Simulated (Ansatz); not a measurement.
# SnSe2 under changes of volume

One of the cells (25.726 Å³/atom); the others are scaled copies at fixed shape and fractional positions:

```
Sn Se
1.0
     3.81100    0.00000    0.00000
    -1.90550    3.30042    0.00000
     0.00000    0.00000    6.13600
Sn Se
1 2
Direct
  0.00000 0.00000 0.00000
  0.66667 0.33333 0.75100
  0.33333 0.66667 0.24900
```

* Program: Ansatz 0.2.0
* Functional: PBEsol
* Potentials or basis: all-electron LAPW, scalar-relativistic
* Cutoff: 239 eV (chosen from the basis error)
* Basis error allowed: 0.002 eV/atom
* k mesh: 8 × 8 × 5
* Occupations: fermi-dirac, width 0.05 eV
* Spin: no spin polarisation

| volume (Å³/atom) | energy over the lowest point (meV/atom) | pressure (GPa) | gap on the mesh (eV) | largest force (eV/Å) |
| --- | --- | --- | --- | --- |
| 24.182 | 55.79 | 8.0 | 0.81 | 1.271 |
| 24.697 | 33.57 | 5.9 | 0.79 | 1.029 |
| 25.212 | ? | ? | ? | ? |
| 25.726 | 6.93 | 2.5 | 0.74 | 0.598 |
| 26.241 | 1.27 | 1.1 | 0.72 | 0.408 |
| 26.755 | 0.00 | -0.2 | 0.69 | 0.232 |
| 27.270 | 2.67 | -1.4 | 0.66 | 0.069 |

**Question.** What does the run at 25.212 Å³/atom give?

**Answer.** Energy over the lowest point 17.51 meV/atom; pressure 4.1 GPa; gap on the mesh 0.77 eV; largest force 0.805 eV/Å.

Worked out: A Birch-Murnaghan fit of order 3 (a polynomial in V^(-2/3)) to the other rows has its minimum at 26.66 Å³/atom with B0 = V·E''(V) = 65 GPa and B' = 4.7 at fixed shape and positions, which overstates the stiffness. It gives 17.49 meV/atom at 25.212 Å³/atom, against the run's 17.51, and -dE/dV = 4.1 GPa, against 4.1. A straight line through the other rows of the gap, of slope -1.23 eV per unit of ln V, gives 0.76 eV, against the run's 0.77.

Energies are extrapolated to zero smearing.

Caveats: spin-orbit coupling is left out, which moves the levels of the heavy elements; an odd mesh through Γ misses points on the zone boundary, where band edges often lie; this functional lacks dispersion, which binds the layers, so the pressure and a relaxed spacing across them are unreliable; forces of over 1 eV/Å show positions far from the minimum, so gaps and moduli don't describe the material at rest (some runs).
